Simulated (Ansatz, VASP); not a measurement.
CaO in VASP and in Ansatz

```
CELL_PARAMETERS angstrom
4.04451 0.00000 0.00000
-2.02225 3.50265 0.00000
0.00000 0.00000 4.84781
ATOMIC_POSITIONS crystal
Ca 0.66667 0.33333 0.25000
Ca 0.33333 0.66667 0.75000
O 0.66667 0.33333 0.75000
O 0.33333 0.66667 0.25000
```

Change from the starting cell: volume scaled by 1.04.

Alike in both runs: task single point; functional PBE; k mesh 8 × 8 × 6; occupations fermi-dirac, width 0.05 eV; no spin polarisation.

|  | VASP | Ansatz |
| --- | --- | --- |
| version | VASP 6.6.1 | Ansatz 0.2.0 |
| potentials or method | VASP PAW PBE potentials, release 64 (Ca_sv, O) | Ansatz PAW |
| plane-wave cutoff (eV) | 520 | 420 |
| valence electrons in the cell | 32 | 32 |

```csv
,VASP,Ansatz,Ansatz less VASP
gap on the k mesh at the Fermi level (eV),3.02,3.04,+0.013
least direct gap on the mesh (eV),3.02,3.04,+0.013
pressure (GPa),-1.8,-2.3,-0.42
```

With one functional, cell and mesh, what is left measures potentials, basis and numerics.

Caveats: the pressure holds a Pulay correction of +0.3 GPa for the finite cutoff (Ansatz). A k mesh can miss the band edges.
